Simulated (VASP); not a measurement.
# AlN (F-43m) in VASP: settings compared

Aim: see how the results for AlN move with the level of theory and the settings. Levels: PBE, HSE06. Tasks: G0W0 quasiparticle levels, band structure.

All numbers are computed with VASP 6.6.1; they aren't measurements. Logs are shortened: lines on timing, memory, paths and dates and some standing lists are left out, and cuts for length are marked.

### Step 1. The crystal as given

Symmetry: F-43m, No. 216, cubic system. Conventional cell: a = 4.368 Å, b = 4.368 Å, c = 4.368 Å, α = 90.00°, β = 90.00°, γ = 90.00°. Around Al (site symmetry -43m) lie 4 N at 1.89 Å. N (site symmetry -43m) is surrounded by 4 Al at 1.89 Å.

Measurements of this composition are mostly on another form, of space group No. 186.

### Step 2. G0W0 quasiparticle levels, PBE

Contents of POSCAR:

```
AlN
1.0
    0.0000000000      2.1839935596      2.1839935596
    2.1839935596      0.0000000000      2.1839935596
    2.1839935596      2.1839935596      0.0000000000
Al N
1 1
Direct
    0.0000000000      0.0000000000      0.0000000000
    0.2500000000      0.2500000000      0.2500000000
```

Contents of INCAR.step1:

```
SYSTEM = AlN
PREC = Accurate
ENCUT = 450
EDIFF = 1E-8
ISMEAR = 0
SIGMA = 0.01
LREAL = .False.
LASPH = .True.
NELM = 100
ALGO = Normal
LWAVE = .True.
LCHARG = .False.
GGA = PE
```

Contents of INCAR.step2:

```
SYSTEM = AlN
PREC = Accurate
ENCUT = 450
EDIFF = 1E-8
ISMEAR = 0
SIGMA = 0.01
LREAL = .False.
LASPH = .True.
NELM = 1
ALGO = Exact
LWAVE = .True.
LCHARG = .False.
GGA = PE
NBANDS = 66
LOPTICS = .True.
ISTART = 1
```

Contents of INCAR.step3:

```
SYSTEM = AlN
PREC = Accurate
ENCUT = 450
EDIFF = 1E-8
ISMEAR = 0
SIGMA = 0.01
LREAL = .False.
LASPH = .True.
ALGO = EVGW0
LWAVE = .False.
LCHARG = .False.
GGA = PE
NELMGW = 1
NBANDS = 66
ENCUTGW = 120
NOMEGA = 50
PRECFOCK = Fast
ISTART = 1
NBANDSGW = 12
```

Contents of KPOINTS:

```
Automatic mesh
0
Gamma
  8 8 8
  0 0 0
```

Potentials or basis: VASP PAW PBE potentials, release 64 (Al_GW, N_GW).

Command:

```
> cat potpaw_PBE.64/Al_GW/POTCAR potpaw_PBE.64/N_GW/POTCAR > POTCAR
> cp INCAR.step1 INCAR
> mpirun -np 1 vasp_std > vasp.out
> cp INCAR.step2 INCAR
> mpirun -np 1 vasp_std > vasp.out
> cp INCAR.step3 INCAR
> mpirun -np 1 vasp_std > vasp.out
```

OUTCAR:

```text
SYSTEM = AlN
   PREC = Accurate
   ENCUT = 450
   EDIFF = 1E-8
   ISMEAR = 0
   LREAL = .False.
   LASPH = .True.
   GGA = PE
   NELMGW = 1
   ENCUTGW = 120
   PRECFOCK = Fast
   ISTART = 1

 ion  position               nearest neighbor table
   1  0.000  0.000  0.000-   2 1.89   2 1.89   2 1.89   2 1.89
   2  0.250  0.250  0.250-   1 1.89   1 1.89   1 1.89   1 1.89

  LATTYP: Found a face centered cubic cell.
 ALAT       =     4.3679871192

  Lattice vectors:

 A1 = (   0.0000000000,   2.1839935596,   2.1839935596)
 A2 = (   2.1839935596,   0.0000000000,   2.1839935596)
 A3 = (   2.1839935596,   2.1839935596,   0.0000000000)

Analysis of symmetry for initial positions (statically):
=====================================================================
 Subroutine PRICEL returns:
 Original cell was already a primitive cell.

 Routine SETGRP: Setting up the symmetry group for a
 face centered cubic supercell.

 Subroutine GETGRP returns: Found 24 space group operations
 (whereof 24 operations were pure point group operations)
 out of a pool of 48 trial point group operations.

The static configuration has the point symmetry T_d .

Analysis of symmetry for dynamics (positions and initial velocities):
=====================================================================
 Subroutine PRICEL returns:
 Original cell was already a primitive cell.

 Routine SETGRP: Setting up the symmetry group for a
 face centered cubic supercell.

 Subroutine GETGRP returns: Found 24 space group operations
 (whereof 24 operations were pure point group operations)
 out of a pool of 48 trial point group operations.

The dynamic configuration has the point symmetry T_d .

 Subroutine INISYM returns: Found 24 space group operations
 (whereof 24 operations are pure point group operations),
 and found     1 'primitive' translations

----------------------------------------------------------------------------------------

                                     Primitive cell

  volume of cell :      20.8345

  direct lattice vectors                    reciprocal lattice vectors
     0.000000000  2.183993560  2.183993560    -0.228938404  0.228938404  0.228938404
     2.183993560  0.000000000  2.183993560     0.228938404 -0.228938404  0.228938404
     2.183993560  2.183993560  0.000000000     0.228938404  0.228938404 -0.228938404

  length of vectors
     3.088633312  3.088633312  3.088633312     0.396532948  0.396532948  0.396532948

  position of ions in fractional coordinates (direct lattice)
     0.000000000  0.000000000  0.000000000
     0.250000000  0.250000000  0.250000000

  ion indices of the primitive-cell ions
   primitive index   ion index
                 1           1
                 2           2

----------------------------------------------------------------------------------------

 KPOINTS: Automatic mesh

Automatic generation of k-mesh.
 Grid dimensions read from file:
 generate k-points for:    8    8    8

 Generating k-lattice:

  Cartesian coordinates                     Fractional coordinates (reciprocal lattice)
    -0.028617301  0.028617301  0.028617301     0.125000000  0.000000000  0.000000000
     0.028617301 -0.028617301  0.028617301     0.000000000  0.125000000  0.000000000
     0.028617301  0.028617301 -0.028617301     0.000000000  0.000000000  0.125000000

  Length of vectors
     0.049566618  0.049566618  0.049566618

  Shift w.r.t. Gamma in fractional coordinates (k-lattice)
     0.000000000  0.000000000  0.000000000

 Subroutine IBZKPT returns following result:
 ===========================================

 Found     29 irreducible k-points:

 Following reciprocal coordinates:
            Coordinates               Weight
  0.000000  0.000000  0.000000      1.000000
  0.125000  0.000000  0.000000      8.000000
  0.250000  0.000000  0.000000      8.000000
  0.375000  0.000000  0.000000      8.000000
  0.500000  0.000000  0.000000      4.000000
  0.125000  0.125000  0.000000      6.000000
[... 16 lines left out ...]
  0.500000  0.250000  0.125000     48.000000
 -0.375000  0.250000  0.125000     24.000000
 [... further k-points ...]
   k-points           NKPTS =     29   k-points in BZ     NKDIM =    512   number of bands    NBANDS=     66
   number of dos      NEDOS =    301   number of ions     NIONS =      2
   total plane-waves  NPLWV =  13824
   dimension x,y,z NGX =    24 NGY =   24 NGZ =   24
   dimension x,y,z NGXF=    48 NGYF=   48 NGZF=   48
   ions per type =               1   1
   NGX,Y,Z   is equivalent  to a cutoff of  12.92, 12.92, 12.92 a.u.
   NGXF,Y,Z  is equivalent  to a cutoff of  25.84, 25.84, 25.84 a.u.
 SYSTEM =  AlN
   PREC   = accura    normal or accurate (medium, high low for compatibility)
   ISTART =      1    job   : 0-new  1-cont  2-samecut
   ICHARG =      0    charge: 1-file 2-atom 10-const
   ISPIN  =      1    spin polarized calculation?
   LNONCOLLINEAR =      F non collinear calculations
   LSORBIT =      F    spin-orbit coupling
   LASPH  =      T    aspherical Exc in radial PAW
   ENCUT  =  450.0 eV  33.07 Ry    5.75 a.u.   5.34  5.34  5.34*2*pi/ulx,y,z
   NELM   =     60;   NELMIN=  2; NELMDL=  0     # of ELM steps
   EDIFF  = 0.1E-07   stopping-criterion for ELM
   LREAL  =      F    real-space projection
   EDIFFG = 0.1E-06   stopping-criterion for IOM
   NSW    =      0    number of steps for IOM
   IBRION =     -1    ionic relax: 0-MD 1-quasi-New 2-CG
   NFREE  =      0    steps in history (QN), initial steepest desc. (CG)
   ISIF   =      0    stress and relaxation
   ISYM   =      3    0-nonsym 1-usesym 2-fastsym
   POTIM  = 0.5000    time-step for ionic-motion
   TEBEG  =    0.0;   TEEND  =   0.0 temperature during run
   PSTRESS=    0.0 pullay stress
   NELECT =       8.0000    total number of electrons
   NUPDOWN=      -1.0000    fix difference up-down
   EMIN   =  10.00;   EMAX   =-10.00  energy-range for DOS
   EFERMI =   0.00;   METHOD = LEGACY
   ISMEAR =     0;   SIGMA  =   0.01  broadening in eV -4-tet -1-fermi 0-gaus
   EFERMI_NEDOS =   21; number of points for ismear=-14 and -15
   IALGO  =     38    algorithm
   IMIX   =      4    mixing-type and parameters
     AMIX     =   0.40;   BMIX     =  1.00
     AMIX_MAG =   1.60;   BMIX_MAG =  1.00
  volume/ion in A,a.u.               =      10.42        70.30
  Fermi-wavevector in a.u.,A,eV,Ry     =   1.189899  2.248583 19.263943  1.415860
  Thomas-Fermi vector in A             =   2.325996
   LORBIT       =      0    0 simple, 1 ext, 2 COOP (PROOUT), +10 PAW based schemes
   GGA     = PE    functional components
   LHFCALC =     T    Hartree Fock is set to
   PRECFOCK=fast      Normal, Fast or Accurate (Low or Medium for compatibility)
   ENCUT4O =  -1.0   cutoff for four orbital integrals eV
   NKREDX  =     1    reduce k-point grid by
   NKREDY  =     1    reduce k-point grid by
   NKREDZ  =     1    reduce k-point grid by
   AEXX    =    1.0000 exact exchange contribution
   HFSCREEN=    0.0000 screening length (either q_TF or 0.3 A-1)
   HFSCREENC=   0.0000 screening length for correlation (either q_TF or 0.3 A-1)
   ENCUTFOCK=  -1.0 apply spherical cutoff to Coloumb kernel
   IVDW    =     0    specifies the selected vdW correction
   LEPSILON=     F    determine dielectric tensor
   LRPA    =     F    only Hartree local field effects (RPA)
   LRPAFORCE           =     F    calculate RPA forces
   ENCUTGW             = 120.0    cutoff for response function in eV
   ENCUTGWSOFT         =  96.0    soft cutoff for Coulomb kernel in GW response function in eV
   ENCUTLF             =  -1.0    cutoff for local field effects
   NELMGW              =     1    number of iterations in solving QP/BSE equation
   NELMHF              =     1    number of iterations in the inner HF iteration
   NKREDLFX            =     1    NKREDLFY  =   1   NKREDLFZ  =   1
 non-spin polarized calculation
 Gauss-broadening in eV      SIGMA  =   0.01
  energy-cutoff  :      450.00
  volume of cell :       20.83
 maximum number of plane-waves:       464
 NGX is ok and might be reduce to    24
  NGX = 14; NGY = 14; NGZ = 14
   NGX = 11   NGY = 11   NGZ = 11
 maximum number of plane-waves:        70
 NGX is ok and might be reduce to    14

 QP shifts <psi_nk| G(iteration)W_0 |psi_nk>: iteration 1
 for sc-GW calculations column KS-energies equals QP-energies in previous step
 and V_xc(KS)=  KS-energies - (<T + V_ion + V_H > + <T+V_H+V_ion>^1  + <V_x>^1)

 k-point   1 :       0.0000    0.0000    0.0000
  band No.  KS-energies  QP-energies   sigma(KS)   V_xc(KS)     V^pw_x(r,r')   Z            occupation Imag(sigma)

      1     -10.0392     -11.4257     -16.7183     -14.7952     -24.7748       0.7210       2.0000       1.2644
      2       4.9510       4.2151     -17.7074     -16.7595     -20.7449       0.7763       2.0000       0.0788
      3       4.9510       4.2151     -17.7074     -16.7595     -20.7449       0.7763       2.0000       0.0788
      4       4.9510       4.2151     -17.7074     -16.7595     -20.7449       0.7763       2.0000       0.0788
      5       9.1372       9.9229     -11.5396     -12.5075      -7.9272       0.8117       0.0000      -0.0642
      6      17.4984      18.5144      -9.0108     -10.2781      -4.0552       0.8018       0.0000      -0.1289
      7      17.4984      18.5144      -9.0108     -10.2781      -4.0552       0.8018       0.0000      -0.1289
      8      17.4984      18.5144      -9.0108     -10.2781      -4.0552       0.8018       0.0000      -0.1289
      9      22.6289      23.6794      -9.1289     -10.4519      -3.6979       0.7941       0.0000      -0.2895
     10      22.6289      23.6794      -9.1289     -10.4519      -3.6979       0.7941       0.0000      -0.2895
     11      24.0256      24.5663      -8.9645      -9.6521      -2.5930       0.7863       0.0000      -0.7941
     12      24.0256      24.5663      -8.9645      -9.6521      -2.5930       0.7863       0.0000      -0.7941

 k-point   2 :       0.1250    0.0000    0.0000
  band No.  KS-energies  QP-energies   sigma(KS)   V_xc(KS)     V^pw_x(r,r')   Z            occupation Imag(sigma)
[... 353 lines left out ...]
      1      -7.6718      -8.9232     -18.2829     -16.5488     -26.0144       0.7216       2.0000       0.9404
      2      -0.1958      -1.3880     -14.5169     -12.8881     -18.4999       0.7319       2.0000       0.1849
      3       2.7252       1.7181     -16.2154     -14.8959     -19.6055       0.7633       2.0000       0.1054
      4       3.8320       2.9342     -16.8411     -15.6770     -20.0270       0.7712       2.0000       0.0884
      5      12.0482      12.8566     -10.1078     -11.1189      -5.7867       0.7996       0.0000      -0.0931
      6      14.1978      15.1777     -10.4276     -11.6487      -5.8892       0.8025       0.0000      -0.0996
      7      17.1169      18.3403     -11.3495     -12.9268      -6.1442       0.7756       0.0000      -0.1713
      8      17.6263      18.6653      -9.9237     -11.2412      -4.6744       0.7886       0.0000      -0.1946
      9      22.1074      23.0214      -9.1998     -10.3818      -3.1794       0.7732       0.0000      -0.3760
     10      23.7077      24.5942      -9.3249     -10.4619      -3.1882       0.7798       0.0000      -0.4915
     11      26.9714      27.8121      -8.9785     -10.0462      -2.6336       0.7874       0.0000      -0.7725
     12      29.5484      30.9812     -10.3456     -12.1433      -3.9686       0.7970       0.0000      -0.8648

 [... further k-points ...]
```

Run time: 13 min. Hardware: 1 thread of AMD EPYC 7R13 (Zen 3), shared host; peak memory 0.6 GiB.

Results:

```yaml
Band_gap_on_the_k_mesh_mean-field_level: 3.31 eV, indirect (least direct gap 4.19 eV)
Quasiparticle_gap: 4.53 eV
Least_direct_quasiparticle_gap: 5.71 eV
```

Caveat: bands, screening cutoff and mesh are small and nothing is extrapolated, so the quasiparticle values aren't converged.

[end of part 1 of 2]
